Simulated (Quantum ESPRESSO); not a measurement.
# Cu2O (Cuprite) (Pn-3m) in Quantum ESPRESSO: notebook

The runs below take Cu2O (Cuprite) through single point, with LDA, LDA+U.

Everything below comes from runs of Quantum ESPRESSO 7.5. Logs are shortened: lines on timing, memory, paths and dates and some standing lists are left out, and cuts for length are marked.

**Measured values to compare with.**

“Importance of surface oxygen vacancies for ultrafast hot carrier relaxation and transport in Cu2O”, 2021, arxiv:2103.03167 quotes, for a bulk crystal of Cu2O: band gap 2.17 eV (direct).

The results are compared with them further down.

## (1) The structure

The structure is cubic, space group Pn-3m (No. 224). Conventional cell: a = 4.260 Å, b = 4.260 Å, c = 4.260 Å, α = 90.00°, β = 90.00°, γ = 90.00°. Cu (site symmetry -3m) is surrounded by 2 O at 1.84 Å. Around O (site symmetry -43m) lie 4 Cu at 1.84 Å.

## (2) Single point, LDA

The input, pw.in:

```
&CONTROL
  calculation = 'scf'
  prefix = 'pwscf'
  outdir = './tmp'
  pseudo_dir = './pseudo'
  tprnfor = .true.
  tstress = .true.
  disk_io = 'nowf'
/
&SYSTEM
  ibrav = 0
  nat = 6
  ntyp = 2
  ecutwfc = 55
  ecutrho = 440
  nbnd = 38
  input_dft = 'pz'
  occupations = 'smearing'
  smearing = 'fd'
  degauss = 0.00367493
/
&ELECTRONS
  conv_thr = 1.2d-09
  electron_maxstep = 120
  mixing_beta = 0.5
/
ATOMIC_SPECIES
Cu    63.5460 Cu.paw.z_11.ld1.psl.v1.0.0-low.upf
O     15.9990 O.pbe-n-kjpaw_psl.0.1.UPF
CELL_PARAMETERS bohr
   8.0502332909    0.0000000000    0.0000000000
   0.0000000000    8.0502332909    0.0000000000
   0.0000000000    0.0000000000    8.0502332909
ATOMIC_POSITIONS bohr
Cu     6.0376749682    2.0125583227    6.0376749682
Cu     6.0376749682    6.0376749682    2.0125583227
Cu     2.0125583227    6.0376749682    6.0376749682
Cu     2.0125583227    2.0125583227    2.0125583227
O      4.0251166455    4.0251166455    4.0251166455
O      0.0000000000    0.0000000000    0.0000000000
K_POINTS automatic
6 6 6 0 0 0
```

Potentials or basis: SSSP 1.3 efficiency PBE.

Launch:

```
$ OMP_NUM_THREADS=1 pw.x -in pw.in > pw.out
```

pw.out:

```text
This program is part of the open-source Quantum ESPRESSO suite
     for quantum simulation of materials; please cite
         "P. Giannozzi et al., J. Phys.:Condens. Matter 21 395502 (2009);
         "P. Giannozzi et al., J. Phys.:Condens. Matter 29 465901 (2017);
         "P. Giannozzi et al., J. Chem. Phys. 152 154105 (2020);
     in publications or presentations arising from this work. More details at

     file Cu.paw.z_11.ld1.psl.v1.0.0-low.upf: wavefunction(s)  4S 3D renormalized
     file O.pbe-n-kjpaw_psl.0.1.UPF: wavefunction(s)  2P renormalized

     IMPORTANT: XC functional enforced from input :
     Exchange-correlation= PZ
                           (   1   1   0   0   0   0   0)
     Any further DFT definition will be discarded
     Please, verify this is what you really want

     Message from routine setup:
     using ibrav=0 with symmetry is DISCOURAGED, use correct ibrav instead

     G-vector sticks info
     --------------------
     sticks:   dense  smooth     PW     G-vecs:    dense   smooth      PW
     Sum        2253    1129    341                81217    28671    4697

     Using Slab Decomposition

     bravais-lattice index     =            0
     lattice parameter (alat)  =       8.0502  a.u.
     unit-cell volume          =     521.7055 (a.u.)^3
     number of atoms/cell      =            6
     number of atomic types    =            2
     number of electrons       =        56.00
     number of Kohn-Sham states=           38
     kinetic-energy cutoff     =      55.0000  Ry
     charge density cutoff     =     440.0000  Ry
     scf convergence threshold =      1.2E-09
     mixing beta               =       0.5000
     number of iterations used =            8  plain     mixing
     Exchange-correlation= PZ
                           (   1   1   0   0   0   0   0)

     celldm(1)=   8.050233  celldm(2)=   0.000000  celldm(3)=   0.000000
     celldm(4)=   0.000000  celldm(5)=   0.000000  celldm(6)=   0.000000

     crystal axes: (cart. coord. in units of alat)
               a(1) = (   1.000000   0.000000   0.000000 )
               a(2) = (   0.000000   1.000000   0.000000 )
               a(3) = (   0.000000   0.000000   1.000000 )

     reciprocal axes: (cart. coord. in units 2 pi/alat)
               b(1) = (  1.000000  0.000000  0.000000 )
               b(2) = (  0.000000  1.000000  0.000000 )
               b(3) = (  0.000000  0.000000  1.000000 )

     PseudoPot. # 1 for Cu read from file:
     Cu.paw.z_11.ld1.psl.v1.0.0-low.upf
     Pseudo is Projector augmented-wave + core cor, Zval = 11.0
     Generated using &quot;atomic&quot; code by A. Dal Corso  v.6.3MaX
     Shape of augmentation charge: PSQ
     Using radial grid of 1199 points,  6 beta functions with:
                l(1) =   0
                l(2) =   0
                l(3) =   1
                l(4) =   1
                l(5) =   2
                l(6) =   2
     Q(r) pseudized with 0 coefficients

     PseudoPot. # 2 for O  read from file:
     O.pbe-n-kjpaw_psl.0.1.UPF
     Pseudo is Projector augmented-wave + core cor, Zval =  6.0
     Generated using "atomic" code by A. Dal Corso  v.5.0.99 svn rev. 10869
     Shape of augmentation charge: BESSEL
     Using radial grid of 1095 points,  4 beta functions with:
                l(1) =   0
                l(2) =   0
                l(3) =   1
                l(4) =   1
     Q(r) pseudized with 0 coefficients

     atomic species   valence    mass     pseudopotential
     Cu               11.00    63.54600     Cu( 1.00)
     O                 6.00    15.99900     O ( 1.00)

     48 Sym. Ops., with inversion, found (24 have fractional translation)

   Cartesian axes

     site n.     atom                  positions (alat units)
         1        Cu     tau(   1) = (   0.7500000   0.2500000   0.7500000  )
         2        Cu     tau(   2) = (   0.7500000   0.7500000   0.2500000  )
         3        Cu     tau(   3) = (   0.2500000   0.7500000   0.7500000  )
         4        Cu     tau(   4) = (   0.2500000   0.2500000   0.2500000  )
         5        O      tau(   5) = (   0.5000000   0.5000000   0.5000000  )
         6        O      tau(   6) = (   0.0000000   0.0000000   0.0000000  )

     number of k points=    20  Fermi-Dirac smearing, width (Ry)=  0.0037
                       cart. coord. in units 2pi/alat
        k(    1) = (   0.0000000   0.0000000   0.0000000), wk =   0.0092593
        k(    2) = (   0.0000000   0.0000000   0.1666667), wk =   0.0555556
        k(    3) = (   0.0000000   0.0000000   0.3333333), wk =   0.0555556
        k(    4) = (   0.0000000   0.0000000  -0.5000000), wk =   0.0277778
        k(    5) = (   0.0000000   0.1666667   0.1666667), wk =   0.1111111
        k(    6) = (   0.0000000   0.1666667   0.3333333), wk =   0.2222222
[... 12 lines left out ...]
        k(   19) = (   0.3333333  -0.5000000  -0.5000000), wk =   0.0555556
        k(   20) = (  -0.5000000  -0.5000000  -0.5000000), wk =   0.0092593

     Dense  grid:    81217 G-vectors     FFT dimensions: (  54,  54,  54)

     Smooth grid:    28671 G-vectors     FFT dimensions: (  40,  40,  40)

     Initial potential from superposition of free atoms

     starting charge      55.9991, renormalised to      56.0000
     Starting wfcs are   44 randomized atomic wfcs

     Self-consistent Calculation

     iteration #  1     ecut=    55.00 Ry     beta= 0.50
     Davidson diagonalization with overlap
     ethr =  1.00E-02,  avg # of iterations =  3.2

     total energy              =    -913.01574271 Ry
     estimated scf accuracy    <       0.68319398 Ry

     iteration #  2     ecut=    55.00 Ry     beta= 0.50
     Davidson diagonalization with overlap
     ethr =  1.22E-03,  avg # of iterations =  2.6
[... 50 lines left out ...]
     total energy              =    -913.33976685 Ry
     estimated scf accuracy    <          8.0E-09 Ry

     iteration # 10     ecut=    55.00 Ry     beta= 0.50
     Davidson diagonalization with overlap
     ethr =  1.42E-11,  avg # of iterations =  2.0

     End of self-consistent calculation

          k = 0.0000 0.0000 0.0000 (  3695 PWs)   bands (ev):

   -11.8580 -11.0768   0.7072   0.7072   0.7072   3.1384   3.1918   3.1918
     3.1918   5.0164   5.0164   5.1256   5.1256   5.1256   6.0394   6.0394
     6.1434   6.1434   6.1434   6.3015   6.3015   6.3015   6.4958   6.4958
     6.4958   8.0453   8.0453   8.0453   8.5828   9.2368   9.2368  15.8905
    15.8905  15.8905  17.2808  17.2808  17.2808  18.5883

          k = 0.0000 0.0000 0.1667 (  3611 PWs)   bands (ev):
[... 57 lines left out ...]
   -11.4468 -11.4468   0.6921   0.6921   1.7504   1.7504   2.3595   2.3595
     4.8628   4.8628   5.3405   5.3405   5.7119   5.7119   5.7284   5.7284
     5.9298   5.9298   6.1570   6.1570   6.1831   6.1831   6.5455   6.5455
     6.8144   6.8144   7.4364   7.4364  10.1324  10.1324  11.8760  11.8760
    14.9142  14.9142  15.7796  15.7796  19.7625  19.7625

          k = 0.0000-0.5000-0.5000 (  3556 PWs)   bands (ev):

   -11.4407 -11.4407   0.5832   0.5832   1.7743   1.7743   2.4410   2.4410
     5.0104   5.0104   5.2650   5.2650   5.7419   5.7419   5.7879   5.7879
     5.8563   5.8563   6.1279   6.1279   6.1448   6.1448   6.5800   6.5800
     6.8501   6.8501   7.3807   7.3807   9.9338   9.9338  11.8790  11.8790
    14.7468  14.7468  16.3543  16.3543  18.8372  18.8372

          k = 0.1667 0.1667 0.1667 (  3620 PWs)   bands (ev):

   -11.7180 -11.2055   0.7767   0.7767   1.2868   1.9075   2.7597   2.7597
     3.8498   5.1430   5.1430   5.4615   5.4615   5.4869   5.9901   5.9901
     6.0146   6.0146   6.2167   6.2889   6.2889   6.3540   6.3805   6.3862
     6.3862   7.2705   7.2705   7.8232   9.2605  10.6792  10.6792  13.7780
    14.6472  14.6472  16.5609  16.5609  18.1798  19.6835
[... 27 lines left out ...]
   -11.5487 -11.3318   0.6822   0.7783   1.2992   2.0815   2.3263   2.3645
     4.7711   4.9037   5.1399   5.5366   5.6755   5.7160   5.7797   5.8071
     5.8516   5.9574   6.1287   6.1899   6.2491   6.2909   6.4351   6.5453
     6.8103   6.9332   7.3354   7.4552  10.0054  10.8119  11.4658  12.0088
    13.4356  13.7041  17.4873  17.6569  18.4153  18.6412

          k = 0.1667-0.5000-0.5000 (  3580 PWs)   bands (ev):

   -11.5595 -11.3084   0.6354   0.6354   1.3476   2.0795   2.4044   2.4044
     4.9390   4.9390   4.9757   5.5350   5.6944   5.7417   5.7417   5.8851
     5.9135   5.9135   6.0901   6.1476   6.2368   6.2823   6.4981   6.4981
     6.9628   6.9628   7.2552   7.4309   9.6360  10.9008  11.6483  11.6483
    13.6349  13.6349  17.6129  17.7570  18.2131  18.2131

          k = 0.3333 0.3333 0.3333 (  3590 PWs)   bands (ev):

   -11.6035 -11.2627   0.8411   0.8411   0.9127   2.2199   2.3299   2.3299
     4.6227   4.9979   4.9979   5.6130   5.6130   5.7629   5.7629   5.8516
     5.9106   6.0234   6.0234   6.3257   6.3306   6.3306   6.3898   6.3898
     6.8307   7.2783   7.2783   7.2821  10.3891  11.0674  11.0674  12.1026
    12.8973  12.8973  17.1873  17.6139  19.3786  19.3786

          k = 0.3333 0.3333-0.5000 (  3598 PWs)   bands (ev):

   -11.6157 -11.2382   0.7216   0.8731   0.9301   2.2322   2.3085   2.3446
     4.7582   4.8594   4.9617   5.5863   5.5992   5.7360   5.7730   5.8546
     5.9649   5.9973   6.1163   6.2961   6.3273   6.3502   6.3715   6.4063
     7.0493   7.1293   7.1818   7.4633  10.3631  10.7544  11.1306  12.1511
    12.6794  13.1054  16.6943  16.9494  19.8513  20.4427

          k = 0.3333-0.5000-0.5000 (  3588 PWs)   bands (ev):

   -11.6387 -11.2017   0.7460   0.7460   0.9601   2.2435   2.3321   2.3321
     4.8289   4.8329   4.8329   5.5609   5.5657   5.7579   5.7579   5.7966
     6.0600   6.0600   6.0891   6.2640   6.3608   6.3608   6.3838   6.3978
     7.0925   7.2655   7.2655   7.4643  10.0791  10.9163  10.9163  12.1128
    12.9933  12.9933  16.0034  16.3333  21.0613  21.0613

          k =-0.5000-0.5000-0.5000 (  3544 PWs)   bands (ev):

   -11.6662 -11.1603   0.8050   0.8050   0.8050   2.2958   2.2958   2.2958
     4.7900   4.7900   4.7900   5.5183   5.5183   5.7586   5.7586   5.7586
     6.0947   6.0947   6.0947   6.3132   6.3132   6.3132   6.4413   6.4413
     7.0325   7.4789   7.4789   7.4789  10.4638  10.4638  10.4638  12.8828
    12.8828  12.8828  15.1111  15.6512  21.7832  21.7832

     the Fermi energy is     8.3618 ev

!    total energy              =    -913.33976685 Ry
     total all-electron energy =    -13518.552616 Ry
     estimated scf accuracy    <          3.0E-10 Ry
     smearing contrib. (-TS)   =      -0.00000597 Ry
     internal energy E=F+TS    =    -913.33976088 Ry

     The total energy is F=E-TS. E is the sum of the following terms:
     one-electron contribution =    -196.15798912 Ry
     hartree contribution      =     166.51455143 Ry
     xc contribution           =    -190.33755512 Ry
     ewald contribution        =    -334.50075930 Ry
     one-center paw contrib.   =    -358.85800877 Ry

     convergence has been achieved in  10 iterations

     Forces acting on atoms (cartesian axes, Ry/au):

     atom    1 type  1   force =     0.00000000    0.00000000   -0.00000000
     atom    2 type  1   force =    -0.00000000   -0.00000000    0.00000000
     atom    3 type  1   force =    -0.00000000    0.00000000   -0.00000000
     atom    4 type  1   force =    -0.00000000    0.00000000   -0.00000000
     atom    5 type  2   force =     0.00000000    0.00000000    0.00000000
     atom    6 type  2   force =     0.00000000    0.00000000    0.00000000

     Total force =     0.000000     Total SCF correction =     0.000000

     Computing stress (Cartesian axis) and pressure

          total   stress  (Ry/bohr**3)                   (kbar)     P=      -81.57
  -0.00055451   0.00000000   0.00000000          -81.57        0.00        0.00
   0.00000000  -0.00055451   0.00000000            0.00      -81.57        0.00
   0.00000000   0.00000000  -0.00055451            0.00        0.00      -81.57

=------------------------------------------------------------------------------=
   JOB DONE.
=------------------------------------------------------------------------------=
```

It took 57 s on 1 thread of Arm Neoverse V1, shared host; peak memory 0.36 GiB.

Results:

| Property | Result |
| --- | --- |
| Free energy | -12426.6206 eV |
| Pressure | -8.2 GPa |
| Band gap on the k mesh | 0.54 eV, direct |

Caveat: the potentials were made for another functional, which shifts forces and pressure.

## (3) Single point, LDA+U

Edit pw.in of step 2 so:

```diff
@@ -15,3 +15,3 @@
   ecutrho = 440
-  nbnd = 38
+  nbnd = 41
   input_dft = 'pz'
@@ -24,3 +24,3 @@
   electron_maxstep = 120
-  mixing_beta = 0.5
+  mixing_beta = 0.3
 /
@@ -42 +42,3 @@
 6 6 6 0 0 0
+HUBBARD {ortho-atomic}
+U Cu-3d 1.0
```

Potentials or basis: SSSP 1.3 efficiency PBE.

Launch:

```
$ OMP_NUM_THREADS=1 pw.x -in pw.in > pw.out
```

Run time: 89 s. Hardware: 1 thread of Arm Neoverse V1, shared host; peak memory 0.39 GiB.

It converged, with:

| Item | Value |
| --- | --- |
| Free energy | -12425.8905 eV |
| Pressure | -7.3 GPa |
| Band gap on the k mesh | 0.61 eV, direct |

Levels at points of the mesh, in eV from the valence-band top:
```
              k point  band 26  band 27  band 28  band 29  band 30  band 31
   (0.00, 0.00, 0.00)     0.00     0.00     0.00     0.61     1.36     1.36
  (0.00, 0.00, -0.50)    -1.29    -0.40    -0.40     2.37     2.37     4.35
 (0.00, -0.50, -0.50)    -1.31    -0.67    -0.67     2.01     2.01     3.97
(-0.50, -0.50, -0.50)    -0.61    -0.61    -0.61     2.58     2.58     2.58
```

Eigenvalues of the final occupation matrices:
| site | spin | trace | eigenvalues |
| --- | --- | --- | --- |
| Cu 1 3d | each | 4.80 | 0.84 0.98 0.98 0.99 0.99 |
| Cu 2 3d | each | 4.80 | 0.84 0.98 0.98 0.99 0.99 |
| Cu 3 3d | each | 4.80 | 0.84 0.98 0.98 0.99 0.99 |
| Cu 4 3d | each | 4.80 | 0.84 0.98 0.98 0.99 0.99 |

Caveat: the potentials were made for another functional, which shifts forces and pressure.

## (4) Single point, LDA+U

Edit pw.in of step 3 so:

```diff
@@ -43,2 +43,2 @@
 HUBBARD {ortho-atomic}
-U Cu-3d 1.0
+U Cu-3d 2.0
```

Launch:

```
$ OMP_NUM_THREADS=1 pw.x -in pw.in > pw.out
```

It took 88 s on 1 thread of Arm Neoverse V1, shared host; peak memory 0.39 GiB.

It converged, with:

```
Free energy            : -12425.1911 eV
Pressure               : -6.4 GPa
Band gap on the k mesh : 0.68 eV, direct
```

Levels at points of the mesh, in eV from the valence-band top:
```tsv
k point	band 24	band 25	band 26	band 27	band 28	band 29	band 30	band 31	band 32	band 33
(0.00, 0.00, 0.00)	-1.94	-1.94	0.00	0.00	0.00	0.68	1.52	1.52	8.19	8.19
(0.00, 0.00, -0.50)	-2.05	-1.39	-1.39	-0.39	-0.39	2.49	2.49	4.51	4.51	7.65
(0.00, -0.50, -0.50)	-1.74	-1.41	-1.41	-0.67	-0.67	2.14	2.14	4.10	4.10	7.05
(-0.50, -0.50, -0.50)	-1.99	-1.03	-0.64	-0.64	-0.64	2.74	2.74	2.74	5.14	5.14
```

Eigenvalues of the final occupation matrices:
| site | spin | trace | eigenvalues |
| --- | --- | --- | --- |
| Cu 1 3d | each | 4.81 | 0.85 0.98 0.98 0.99 0.99 |
| Cu 2 3d | each | 4.81 | 0.85 0.98 0.98 0.99 0.99 |
| Cu 3 3d | each | 4.81 | 0.85 0.98 0.98 0.99 0.99 |
| Cu 4 3d | each | 4.81 | 0.85 0.98 0.98 0.99 0.99 |

Caveat: the potentials were made for another functional, which shifts forces and pressure.

## (5) Overview

```csv
level,U,mixing beta,gap on the mesh (eV),pressure (GPa)
LDA,-,0.5,0.54,-8.2
LDA+U,Cu d U = 1 eV,0.3,0.61,-7.3
LDA+U,Cu d U = 2 eV,0.3,0.68,-6.4
```

Alike in all rows: task single point; potentials or basis SSSP 1.3 efficiency PBE; no spin polarisation; cell as given; k mesh 6 × 6 × 6; cutoff (eV) 748; smearing fermi-dirac 0.05 eV.

On the cell as given the gap runs from 0.54 eV (LDA) to 0.68 eV (LDA+U). The pressure there spans -8.2 GPa (LDA) to -6.4 GPa (LDA+U); a positive pressure means that this level wants a larger cell, a negative one a smaller.

Caveats: the potentials were made for another functional, which shifts forces and pressure.

Absolute energies hang on the potentials; compare differences alone.

## (6) Comparison with measurements

Step 2. Measured gap of Cu2O: 2.17 eV (direct; quoted in “Importance of surface oxygen vacancies for ultrafast hot carrier relaxation and transport in Cu2O”, 2021, arxiv:2103.03167). This calculation gives 0.54 eV (-1.63 eV). So large a miss can be the level of theory's own, or it may mean another phase, state or a wrong row. The value is that of LDA on a finite k mesh, which can miss the band edges, without temperature or zero-point motion. Semilocal functionals fall short of measured gaps as a rule.

Step 3. A measured gap of Cu2O is 2.17 eV (direct; quoted in “Importance of surface oxygen vacancies for ultrafast hot carrier relaxation and transport in Cu2O”, 2021, arxiv:2103.03167); the calculated 0.61 eV misses it by -1.56 eV. So large a miss can be the level of theory's own, or it may mean another phase, state or a wrong row. The value is that of LDA+U on a finite k mesh, which can miss the band edges, without temperature or zero-point motion.

Step 4. Against the measured gap of Cu2O, 2.17 eV (direct; quoted in “Importance of surface oxygen vacancies for ultrafast hot carrier relaxation and transport in Cu2O”, 2021, arxiv:2103.03167), the calculated 0.68 eV is off by -1.49 eV. So large a miss can be the level of theory's own, or it may mean another phase, state or a wrong row. The value is that of LDA+U on a finite k mesh, which can miss the band edges, without temperature or zero-point motion.
